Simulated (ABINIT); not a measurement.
# InP (F-43m) in ABINIT: equation of state

How stiff is InP in PBE, and what volume does it want? The cell is scaled to several volumes.

Everything below comes from runs of ABINIT 10.8.3 (patched build). Logs are shortened: lines on timing, memory, paths and dates and some standing lists are left out, and cuts for length are marked. The log counts tension as positive stress, the text compression.

**Measured values to compare with.**

A printed reference work, data compilation reports, for a bulk crystal of InP: bulk modulus 71 GPa.

How close the calculation comes is told below.

## (1) The structure

The structure is cubic, space group F-43m (No. 216). Conventional cell: a = 5.861 Å, b = 5.861 Å, c = 5.861 Å, α = 90.00°, β = 90.00°, γ = 90.00°. In (site symmetry -43m) is surrounded by 4 P at 2.54 Å. P (site symmetry -43m) is surrounded by 4 In at 2.54 Å.

## (2) Equation of state, PBE

File run.abi:

```
# Datasets: one volume each
ndtset 7
getwfk -1
scalecart1 3*0.9795861087
scalecart2 3*0.9864848297
scalecart3 3*0.9932883884
scalecart4 3*1.0000000000
scalecart5 3*1.0066227096
scalecart6 3*1.0131594038
scalecart7 3*1.0196128224

# Pseudopotentials
pp_dirpath "./"
pseudos "In.GGA_PBE-JTH.xml, P.GGA_PBE-JTH.xml"

# Structure
acell 3*1.0 Angstrom
rprim
     0.0000000000     2.9305000000     2.9305000000
     2.9305000000     0.0000000000     2.9305000000
     2.9305000000     2.9305000000     0.0000000000
ntypat 2
znucl 49 15
natom 2
typat 1 2
xred
     0.0000000000     0.0000000000     0.0000000000
     0.7500000000     0.7500000000     0.7500000000

# Plane-wave basis
ecut 22.0
pawecutdg 44.0

# k points
kptopt 1
ngkpt 8 8 8
nshiftk 1
shiftk 0.0 0.0 0.0

# Exchange and correlation
ixc 11

# Bands and occupations
nband 13
occopt 3
tsmear 0.00183747

# SCF cycle
nstep 100
tolvrs 1.0e-9

# Output
iomode 3
prtwf 1
prtden 0
prteig 0
prtebands 0
```

Potentials or basis: JTH PAW PBE v2.0.

Run with:

```console
$ abinit run.abi > log 2>&1
```

run.abo:

```text
.Version 10.8.3 of ABINIT
 DATASET    1 : space group F-4 3 m (#216); Bravais cF (face-center cubic)
================================================================================
 Values of the parameters that define the memory need for DATASET  1.
     intxc =       0    ionmov =       0      iscf =      17    lmnmax =      18
     lnmax =       6     mgfft =      36  mpssoang =       3    mqgrid =    3001
     natom =       2  nloc_mem =       2    nspden =       1   nspinor =       1
    nsppol =       1      nsym =      24    n1xccc =       1    ntypat =       2
    occopt =       3   xclevel =       2
       mpw =        1588          nfft =       46656          nkpt =          29
 PAW method is used; the additional fine FFT grid is defined by:
   mgfftf=        48    nfftf =    110592
================================================================================
================================================================================
[... 71 lines left out ...]
 DATASET    7 : space group F-4 3 m (#216); Bravais cF (face-center cubic)
================================================================================
 Values of the parameters that define the memory need for DATASET  7.
     intxc =       0    ionmov =       0      iscf =      17    lmnmax =      18
     lnmax =       6     mgfft =      36  mpssoang =       3    mqgrid =    3001
     natom =       2  nloc_mem =       2    nspden =       1   nspinor =       1
    nsppol =       1      nsym =      24    n1xccc =       1    ntypat =       2
    occopt =       3   xclevel =       2
       mpw =        1797          nfft =       46656          nkpt =          29
 PAW method is used; the additional fine FFT grid is defined by:
   mgfftf=        48    nfftf =    110592
================================================================================
================================================================================

--------------------------------------------------------------------------------
------------- Echo of variables that govern the present computation ------------
--------------------------------------------------------------------------------
 -outvars: echo values of preprocessed input variables --------
            acell      1.8897261259E+00  1.8897261259E+00  1.8897261259E+00 Bohr
              amu      1.14820000E+02  3.09737620E+01
             ecut      2.20000000E+01 Hartree
           getwfk          -1
              ixc          11
           jdtset        1    2    3    4    5    6    7
         kptrlatt        8    0    0      0    8    0      0    0    8
          kptrlen1     6.13745323E+01
          kptrlen2     6.18067616E+01
          kptrlen3     6.22330286E+01
          kptrlen4     6.26535348E+01
          kptrlen5     6.30684709E+01
          kptrlen6     6.34780179E+01
          kptrlen7     6.38823474E+01
            natom           2
            nband          13
           ndtset           7
            ngfft          36      36      36
          ngfftdg          48      48      48
             nkpt          29
            nstep         100
             nsym          24
           ntypat           2
           occopt           3
        pawecutdg      4.40000000E+01 Hartree
         pawxcdev           0
           prtden           0
        prtebands           0
           prteig           0
            rprim1     0.0000000000E+00  2.8706770915E+00  2.8706770915E+00
                       2.8706770915E+00  0.0000000000E+00  2.8706770915E+00
                       2.8706770915E+00  2.8706770915E+00  0.0000000000E+00
            rprim2     0.0000000000E+00  2.8908937934E+00  2.8908937934E+00
                       2.8908937934E+00  0.0000000000E+00  2.8908937934E+00
                       2.8908937934E+00  2.8908937934E+00  0.0000000000E+00
            rprim3     0.0000000000E+00  2.9108316222E+00  2.9108316222E+00
                       2.9108316222E+00  0.0000000000E+00  2.9108316222E+00
                       2.9108316222E+00  2.9108316222E+00  0.0000000000E+00
            rprim4     0.0000000000E+00  2.9305000000E+00  2.9305000000E+00
                       2.9305000000E+00  0.0000000000E+00  2.9305000000E+00
                       2.9305000000E+00  2.9305000000E+00  0.0000000000E+00
            rprim5     0.0000000000E+00  2.9499078505E+00  2.9499078505E+00
                       2.9499078505E+00  0.0000000000E+00  2.9499078505E+00
[... 15 lines left out ...]
                       4.3363406902E+00  4.3363406902E+00  4.3363406902E+00
           xangst3     0.0000000000E+00  0.0000000000E+00  0.0000000000E+00
                       4.3662474333E+00  4.3662474333E+00  4.3662474333E+00
           xangst4     0.0000000000E+00  0.0000000000E+00  0.0000000000E+00
                       4.3957500000E+00  4.3957500000E+00  4.3957500000E+00
           xangst5     0.0000000000E+00  0.0000000000E+00  0.0000000000E+00
                       4.4248617757E+00  4.4248617757E+00  4.4248617757E+00
           xangst6     0.0000000000E+00  0.0000000000E+00  0.0000000000E+00
                       4.4535954493E+00  4.4535954493E+00  4.4535954493E+00
           xangst7     0.0000000000E+00  0.0000000000E+00  0.0000000000E+00
                       4.4819630641E+00  4.4819630641E+00  4.4819630641E+00
            xcart1     0.0000000000E+00  0.0000000000E+00  0.0000000000E+00
                       8.1371902484E+00  8.1371902484E+00  8.1371902484E+00
            xcart2     0.0000000000E+00  0.0000000000E+00  0.0000000000E+00
                       8.1944962930E+00  8.1944962930E+00  8.1944962930E+00
            xcart3     0.0000000000E+00  0.0000000000E+00  0.0000000000E+00
                       8.2510118469E+00  8.2510118469E+00  8.2510118469E+00
            xcart4     0.0000000000E+00  0.0000000000E+00  0.0000000000E+00
                       8.3067636180E+00  8.3067636180E+00  8.3067636180E+00
            xcart5     0.0000000000E+00  0.0000000000E+00  0.0000000000E+00
                       8.3617769011E+00  8.3617769011E+00  8.3617769011E+00
            xcart6     0.0000000000E+00  0.0000000000E+00  0.0000000000E+00
                       8.4160756747E+00  8.4160756747E+00  8.4160756747E+00
            xcart7     0.0000000000E+00  0.0000000000E+00  0.0000000000E+00
                       8.4696826975E+00  8.4696826975E+00  8.4696826975E+00
             xred      0.0000000000E+00  0.0000000000E+00  0.0000000000E+00
                       7.5000000000E-01  7.5000000000E-01  7.5000000000E-01
            znucl       49.00000   15.00000

================================================================================

 chkinp: Checking input parameters for consistency, jdtset=   1.

 chkinp: Checking input parameters for consistency, jdtset=   2.
[... 35 lines left out ...]
 getcut: wavevector=  0.0000  0.0000  0.0000  ngfft=  36  36  36
         ecut(hartree)=     22.000   => boxcut(ratio)=   2.22243

 getcut : COMMENT -
  Note that boxcut > 2.2 ; recall that boxcut=Gcut(box)/Gcut(sphere) = 2
  is sufficient for exact treatment of convolution.
  Such a large boxcut is a waste : you could raise ecut
  e.g. ecut=   27.165540 Hartrees makes boxcut=2

 Fine grid specifications (used for densities):

 getcut: wavevector=  0.0000  0.0000  0.0000  ngfft=  48  48  48
         ecut(hartree)=     44.000   => boxcut(ratio)=   2.09533

--- Pseudopotential description ------------------------------------------------
- pspini: atom type   1  psp file is ./In.GGA_PBE-JTH.xml
 Pseudopotential format is: paw10
 basis_size (lnmax)=  6 (lmn_size= 18), orbitals=   0   0   1   1   2   2
 Spheres core radius: rc_sph= 2.50644782
 Shapefunction is BESSEL type: shapef(r,l)=aa(1,l)*jl(q(1,l)*r)+aa(2,l)*jl(q(2,l)*r)
 Radius for shape functions =  1.40569481
 Compensation charge density is not taken into account in XC energy/potential

- pspini: atom type   2  psp file is ./P.GGA_PBE-JTH.xml
 Pseudopotential format is: paw10
 basis_size (lnmax)=  4 (lmn_size=  8), orbitals=   0   0   1   1
 Spheres core radius: rc_sph= 1.60765221
 Shapefunction is SIN type: shapef(r)=[sin(pi*r/rshp)/(pi*r/rshp)]**2
 Radius for shape functions =  1.60765221
 Compensation charge density is not taken into account in XC energy/potential

   4.69646342E+02                                ecore*ucvol(ha*bohr**3)
--------------------------------------------------------------------------------

[... 173 lines left out ...]
 getcut: wavevector=  0.0000  0.0000  0.0000  ngfft=  36  36  36
         ecut(hartree)=     22.000   => boxcut(ratio)=   2.20689

 getcut : COMMENT -
  Note that boxcut > 2.2 ; recall that boxcut=Gcut(box)/Gcut(sphere) = 2
  is sufficient for exact treatment of convolution.
  Such a large boxcut is a waste : you could raise ecut
  e.g. ecut=   26.786918 Hartrees makes boxcut=2

 Fine grid specifications (used for densities):

 getcut: wavevector=  0.0000  0.0000  0.0000  ngfft=  48  48  48
         ecut(hartree)=     44.000   => boxcut(ratio)=   2.08067
--------------------------------------------------------------------------------
[... 1059 lines left out ...]
-Cartesian components of stress tensor (GPa)         [Pressure= -5.1904E-01 GPa]
- sigma(1 1)=  5.19044819E-01  sigma(3 2)=  0.00000000E+00
- sigma(2 2)=  5.19044819E-01  sigma(3 1)=  0.00000000E+00
- sigma(3 3)=  5.19044819E-01  sigma(2 1)=  0.00000000E+00

== END DATASET(S) ==============================================================
================================================================================

 -outvars: echo values of variables after computation  --------
            acell      1.8897261259E+00  1.8897261259E+00  1.8897261259E+00 Bohr
           etotal1    -6.4717667497E+01
           etotal2    -6.4719441557E+01
           etotal3    -6.4720789517E+01
           etotal4    -6.4721750872E+01
           etotal5    -6.4722365274E+01
           etotal6    -6.4722667530E+01
           etotal7    -6.4722690260E+01
            fcart1    -0.0000000000E+00 -0.0000000000E+00 -0.0000000000E+00
                      -0.0000000000E+00 -0.0000000000E+00 -0.0000000000E+00
            fcart2    -6.1610983920E-30 -3.0805491960E-29  1.8483295176E-29
                       6.1610983920E-30  3.0805491960E-29 -1.8483295176E-29
            fcart3    -9.1783466448E-30 -9.1783466448E-30  2.7535039934E-29
                       9.1783466448E-30  9.1783466448E-30 -2.7535039934E-29
            fcart4    -0.0000000000E+00 -0.0000000000E+00 -0.0000000000E+00
                      -0.0000000000E+00 -0.0000000000E+00 -0.0000000000E+00
            fcart5    -0.0000000000E+00 -0.0000000000E+00 -0.0000000000E+00
                      -0.0000000000E+00 -0.0000000000E+00 -0.0000000000E+00
[... 38 lines left out ...]
                       0.0000000000E+00  0.0000000000E+00  0.0000000000E+00
           xangst1     0.0000000000E+00  0.0000000000E+00  0.0000000000E+00
                       4.3060156373E+00  4.3060156373E+00  4.3060156373E+00
           xangst2     0.0000000000E+00  0.0000000000E+00  0.0000000000E+00
                       4.3363406902E+00  4.3363406902E+00  4.3363406902E+00
           xangst3     0.0000000000E+00  0.0000000000E+00  0.0000000000E+00
                       4.3662474333E+00  4.3662474333E+00  4.3662474333E+00
           xangst4     0.0000000000E+00  0.0000000000E+00  0.0000000000E+00
                       4.3957500000E+00  4.3957500000E+00  4.3957500000E+00
           xangst5     0.0000000000E+00  0.0000000000E+00  0.0000000000E+00
                       4.4248617757E+00  4.4248617757E+00  4.4248617757E+00
           xangst6     0.0000000000E+00  0.0000000000E+00  0.0000000000E+00
                       4.4535954493E+00  4.4535954493E+00  4.4535954493E+00
           xangst7     0.0000000000E+00  0.0000000000E+00  0.0000000000E+00
                       4.4819630641E+00  4.4819630641E+00  4.4819630641E+00
             xred      0.0000000000E+00  0.0000000000E+00  0.0000000000E+00
                       7.5000000000E-01  7.5000000000E-01  7.5000000000E-01
 Calculation completed.
```

Wall time 2.3 min (1 thread of Arm Neoverse V1, shared host); peak memory 0.16 GiB.

What came out:

```
Equilibrium volume                      : 26.46 Å³/atom
Bulk modulus                            : 60 GPa
Pressure derivative of the bulk modulus : 4.5
```

Energy against volume, from the lowest point:
| volume (Å³/atom) | energy (meV/atom) |
| --- | --- |
| 23.657 | 68.34 |
| 24.160 | 44.20 |
| 24.663 | 25.86 |
| 25.167 | 12.78 |
| 25.670 | 4.42 |
| 26.173 | 0.31 |
| 26.677 | 0.00 |

Caveat: pressures at fixed basis lie under the slope of the energies. PBE usually gives volumes a little too large and moduli too small.

## (3) Against experiment

Step 2. Against the measured bulk modulus of InP, 71 GPa (a printed reference work, data compilation), the calculated 60 GPa is off by -15.2 %. The fit is for a static lattice scaled at fixed shape and fixed fractional positions.
